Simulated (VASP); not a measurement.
Write the native input for VASP 6.6.1 that does the following.

* Task: relaxation of cell and atoms
* Functional: optPBE-vdW
* Potentials or basis: VASP PAW PBE potentials, release 64 (Si)
* Cutoff: 600 eV
* k mesh: 8 × 8 × 10
* Occupations: fermi-dirac, width 0.05 eV
* Spin: no spin polarisation
* Further INCAR settings: ALGO = Normal; EDIFF = 1e-06; IBRION = 2; EDIFFG = -0.01; NSW = 40; ISIF = 3

The structure of Si lies in POSCAR:

```
Si
1.0
    4.1209500000      0.0000000000      0.0000000000
   -2.0604700000      3.5688500000      0.0000000000
    0.0000000000      0.0000000000      2.6547900000
Si
2
Direct
    0.3333300000      0.6666700000      0.5000000000
    0.6666700000      0.3333300000      0.5000000000
```

The cell was built by a generator and needn't be a form met in nature.

One way to write it, as run:

INCAR

```
AGGAC = 0.0
ALGO = Normal
EDIFF = 1E-6
EDIFFG = -0.01
ENCUT = 600
GGA = OR
IBRION = 2
ISIF = 3
ISMEAR = -1
LASPH = T
LCHARG = F
LREAL = F
LUSE_VDW = T
LWAVE = F
NELM = 60
NSW = 40
PREC = Accurate
SIGMA = 0.05
```

KPOINTS

```
k-points
0
Gamma
  8 8 10
```

Potentials or basis: VASP PAW PBE potentials, release 64 (Si).

Run with:

```sh
$ cat potpaw_PBE.64/Si/POTCAR > POTCAR
$ mpirun -np 1 vasp_std > vasp.out
```

It gave:

```json
{"Relaxed volume": "19.85 Å³/atom", "Relaxed cell": "a = 4.142 Å, b = 4.142 Å, c = 2.673 Å, α = 90.00°, β = 90.00°, γ = 120.00°", "Space group after relaxing (to 0.05 Å)": "P6/mmm (No. 191)", "Energy gained by relaxing": "1.4 meV/atom", "Ionic steps": "3", "Pressure after relaxing": "0.0 GPa", "Band gap on the k mesh": "none (metal or under the smearing width)"}
```

Caveat: the PAW data sets were made with another functional, which shifts forces and pressure a little.

Run time: 4 min on 1 thread of AMD EPYC 7571 (shared host), peak memory 0.37 GiB.
